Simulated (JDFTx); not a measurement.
Here is a JDFTx 1.7.0 (patched build) calculation.

bands.in

```
include CaF2.lattice
coords-type Lattice
include CaF2.ionpos

ion-species pseudo/Ca.upf
ion-species pseudo/F.upf
elec-cutoff 42 336
elec-ex-corr gga-PBEsol
elec-smearing Fermi 0.0018374661
elec-n-bands 18
electronic-minimize nIterations 30 energyDiffThreshold 1e-06
davidson-band-ratio 1.3
forces-output-coords Cartesian
include path.kpoints
symmetries none
fix-electron-density run.$VAR

dump-name bands.$VAR
dump End Ecomponents EigStats BandEigs Kpoints Forces
```

File CaF2.lattice:

```
lattice \
    0.0000000000     5.1608420464     5.1608420464 \
    5.1608420464     0.0000000000     5.1608420464 \
    5.1608420464     5.1608420464     0.0000000000
```

Contents of CaF2.ionpos:

```
ion Ca     0.0000000000     0.0000000000     0.0000000000 1
ion F      0.7500000000     0.7500000000     0.7500000000 1
ion F      0.2500000000     0.2500000000     0.2500000000 1
```

The input path.kpoints:

```
kpoint +0.0000000000 +0.0000000000 +0.0000000000 0.020000000000
kpoint +0.0714285714 +0.0000000000 +0.0714285714 0.020000000000
kpoint +0.1428571429 +0.0000000000 +0.1428571429 0.020000000000
kpoint +0.2142857143 +0.0000000000 +0.2142857143 0.020000000000
kpoint +0.2857142857 +0.0000000000 +0.2857142857 0.020000000000
kpoint +0.3571428571 +0.0000000000 +0.3571428571 0.020000000000
kpoint +0.4285714286 +0.0000000000 +0.4285714286 0.020000000000
kpoint +0.5000000000 +0.0000000000 +0.5000000000 0.020000000000
kpoint +0.5000000000 +0.0833333333 +0.5833333333 0.020000000000
kpoint +0.5000000000 +0.1666666667 +0.6666666667 0.020000000000
kpoint +0.5000000000 +0.2500000000 +0.7500000000 0.020000000000
kpoint +0.4375000000 +0.3125000000 +0.7500000000 0.020000000000
kpoint +0.3750000000 +0.3750000000 +0.7500000000 0.020000000000
kpoint +0.3281250000 +0.3281250000 +0.6562500000 0.020000000000
kpoint +0.2812500000 +0.2812500000 +0.5625000000 0.020000000000
kpoint +0.2343750000 +0.2343750000 +0.4687500000 0.020000000000
kpoint +0.1875000000 +0.1875000000 +0.3750000000 0.020000000000
kpoint +0.1406250000 +0.1406250000 +0.2812500000 0.020000000000
kpoint +0.0937500000 +0.0937500000 +0.1875000000 0.020000000000
kpoint +0.0468750000 +0.0468750000 +0.0937500000 0.020000000000
kpoint +0.0000000000 +0.0000000000 +0.0000000000 0.020000000000
kpoint +0.0833333333 +0.0833333333 +0.0833333333 0.020000000000
kpoint +0.1666666667 +0.1666666667 +0.1666666667 0.020000000000
kpoint +0.2500000000 +0.2500000000 +0.2500000000 0.020000000000
kpoint +0.3333333333 +0.3333333333 +0.3333333333 0.020000000000
kpoint +0.4166666667 +0.4166666667 +0.4166666667 0.020000000000
kpoint +0.5000000000 +0.5000000000 +0.5000000000 0.020000000000
kpoint +0.5250000000 +0.4500000000 +0.5250000000 0.020000000000
kpoint +0.5500000000 +0.4000000000 +0.5500000000 0.020000000000
kpoint +0.5750000000 +0.3500000000 +0.5750000000 0.020000000000
kpoint +0.6000000000 +0.3000000000 +0.6000000000 0.020000000000
kpoint +0.6250000000 +0.2500000000 +0.6250000000 0.020000000000
kpoint +0.5625000000 +0.2500000000 +0.6875000000 0.020000000000
kpoint +0.5000000000 +0.2500000000 +0.7500000000 0.020000000000
kpoint +0.5000000000 +0.2916666667 +0.7083333333 0.020000000000
kpoint +0.5000000000 +0.3333333333 +0.6666666667 0.020000000000
kpoint +0.5000000000 +0.3750000000 +0.6250000000 0.020000000000
kpoint +0.5000000000 +0.4166666667 +0.5833333333 0.020000000000
kpoint +0.5000000000 +0.4583333333 +0.5416666667 0.020000000000
kpoint +0.5000000000 +0.5000000000 +0.5000000000 0.020000000000
kpoint +0.4791666667 +0.4791666667 +0.5416666667 0.020000000000
kpoint +0.4583333333 +0.4583333333 +0.5833333333 0.020000000000
kpoint +0.4375000000 +0.4375000000 +0.6250000000 0.020000000000
kpoint +0.4166666667 +0.4166666667 +0.6666666667 0.020000000000
kpoint +0.3958333333 +0.3958333333 +0.7083333333 0.020000000000
kpoint +0.3750000000 +0.3750000000 +0.7500000000 0.020000000000
kpoint +0.6250000000 +0.2500000000 +0.6250000000 0.020000000000
kpoint +0.5833333333 +0.1666666667 +0.5833333333 0.020000000000
kpoint +0.5416666667 +0.0833333333 +0.5416666667 0.020000000000
kpoint +0.5000000000 +0.0000000000 +0.5000000000 0.020000000000
```

Potentials or basis: PseudoDojo-SR-PBEsol-0.4.1-standard with smoothed tails.

Launch:

```sh
$ jdftx -c 1 -i bands.in -o bands.out
```

Problem. What does it give for the band gap along the path?

Solution. 7.14 eV, indirect (least direct gap 7.40 eV).

Levels at the corners of the path, in eV from the valence-band top:
```tsv
point	band 10	band 11	band 12	band 13	band 14	band 15
Γ	-0.26	-0.26	-0.26	7.14	9.15	9.15
X	-0.36	-0.36	0.00	8.05	9.50	10.09
W	-1.05	-0.28	-0.09	8.38	9.74	9.92
K	-0.65	-0.44	-0.10	8.31	9.69	9.81
Γ	-0.26	-0.26	-0.26	7.14	9.15	9.15
L	-1.25	-0.84	-0.84	9.37	9.37	9.73
U	-0.65	-0.44	-0.10	8.31	9.69	9.81
W	-1.05	-0.28	-0.09	8.38	9.74	9.92
L	-1.25	-0.84	-0.84	9.37	9.37	9.73
K	-0.65	-0.44	-0.10	8.31	9.69	9.81
U	-0.65	-0.44	-0.10	8.31	9.69	9.81
X	-0.36	-0.36	0.00	8.05	9.50	10.09
```
